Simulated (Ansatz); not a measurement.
I need relaxations under a series of pressures of MgF₂, space group P4_2/mnm. Use the Python package of Ansatz (0.2.0). Settings (first run): PBE, PAW, the default cutoff (420 eV here), 4×4×6 k-points, fixed occupations.

```cif
data_structure
_symmetry_space_group_name_H-M 'P 1'
_symmetry_Int_Tables_number 1
_cell_length_a 4.6250
_cell_length_b 4.6250
_cell_length_c 3.0520
_cell_angle_alpha 90.000
_cell_angle_beta 90.000
_cell_angle_gamma 90.000
_cell_volume 65.28
loop_
_atom_site_label
_atom_site_type_symbol
_atom_site_fract_x
_atom_site_fract_y
_atom_site_fract_z
_atom_site_occupancy
Mg1 Mg 0.00000 0.00000 0.00000 1
Mg2 Mg 0.50000 0.50000 0.50000 1
F1 F 0.30300 0.30300 0.00000 1
F2 F 0.19700 0.80300 0.50000 1
F3 F 0.69700 0.69700 0.00000 1
F4 F 0.80300 0.19700 0.50000 1
```

`mgf2_compress.py`
```python
'''Cell of MgF2 under pressure.'''

import ansatz
from ase import Atoms
import numpy as np

def edges_and_angles(cell):
    cell = np.asarray(cell)
    a, b, c = np.linalg.norm(cell, axis=1)
    cosines = cell[1] @ cell[2] / (b * c), cell[0] @ cell[2] / (a * c), cell[0] @ cell[1] / (a * b)
    return (a, b, c, *np.degrees(np.arccos(cosines)))

atoms = Atoms(
    ['Mg', 'Mg', 'F', 'F', 'F', 'F'],
    scaled_positions=[
        (0.0, 0.0, 0.0),
        (0.5, 0.5, 0.5),
        (0.303, 0.303, 0.0),
        (0.197, 0.803, 0.5),
        (0.697, 0.697, 0.0),
        (0.803, 0.197, 0.5),
    ],
    cell=[
        (4.625, 0.0, 0.0),
        (0.0, 4.625, 0.0),
        (0.0, 0.0, 3.052),
    ],
    pbc=True,
)
xtal = ansatz.Crystal.from_ase(atoms)

job = xtal.calculation().functional('pbe').pseudopotentials('paw').kpoints(4, 4, 6).occupations('fixed')

# H = F + PV, with 1 GPa A^3 = 1/160.21766 eV
rows = []
for pressure in [0, 10, 20, 30, 40]:
    result = job.relax(cell=True, pressure=pressure, max_steps=40).run(threads=1, backend='cpu')
    cell = result.lattice.cell_ang
    n_atoms = len(result.lattice.sites)
    volume = abs(np.linalg.det(cell)) / n_atoms
    enthalpy = result.report['free_energy_ev'] / n_atoms + pressure * volume / 160.21766
    rows.append((pressure, volume, enthalpy, *edges_and_angles(cell)))
    print(f'{pressure} GPa done: {volume:.4f} A^3/atom')

print(' P (GPa)  V (A^3/atom)  H (eV/atom)     a       b       c')
for row in rows:
    print('{:8.1f} {:12.4f} {:14.5f} {:7.4f} {:7.4f} {:7.4f}'.format(*row[:6]))
p, v = np.array([row[0] for row in rows], float), np.array([row[1] for row in rows])
print('mean bulk modulus between rows (GPa):', np.round(-np.diff(p) / np.diff(np.log(v)), 1))
```

```console
$ python mgf2_compress.py
DeckWarning: basis.ecutwfc = 420 eV, auto-derived from the records' recommended cutoffs: set by Mg (normal level)
0 GPa done: 11.3780 A^3/atom
10 GPa done: 10.4029 A^3/atom
20 GPa done: 9.7413 A^3/atom
30 GPa done: 9.2445 A^3/atom
40 GPa done: 8.8458 A^3/atom
 P (GPa)  V (A^3/atom)  H (eV/atom)     a       b       c
     0.0      11.3780    -1181.85171  4.6982  4.6982  3.0928
    10.0      10.4029    -1181.17442  4.5480  4.5480  3.0176
    20.0       9.7413    -1180.54694  4.4436  4.4436  2.9600
    30.0       9.2445    -1179.95510  4.3626  4.3626  2.9143
    40.0       8.8458    -1179.39105  4.2960  4.2960  2.8758
mean bulk modulus between rows (GPa): [111.6 152.2 191.1 226.8]
```
(Warnings from the package without file and line.)

The volume falls from 11.38 Å³ an atom at 0 GPa to 8.85 at 40 GPa, by 22.3 %. Between 0 and 10 GPa, -V dP/dV is about 112 GPa, a mean over that step.

What to keep in mind:
- Absolute energies stand on the zero of these potentials, so only differences at equal settings mean something.
- At a fixed pressure a relaxation lowers the enthalpy F + PV, while F alone can rise.
- The starting cell is as deposited in a crystallographic database; the results hold for this polymorph, which needn't be the stable one.
- Symmetry holds the cell in this phase, whether or not it is the stable one at each pressure.
- Wall time of the script: 85 s on 1 thread of Arm Neoverse V1, with other jobs on the host, peak memory 0.41 GiB.
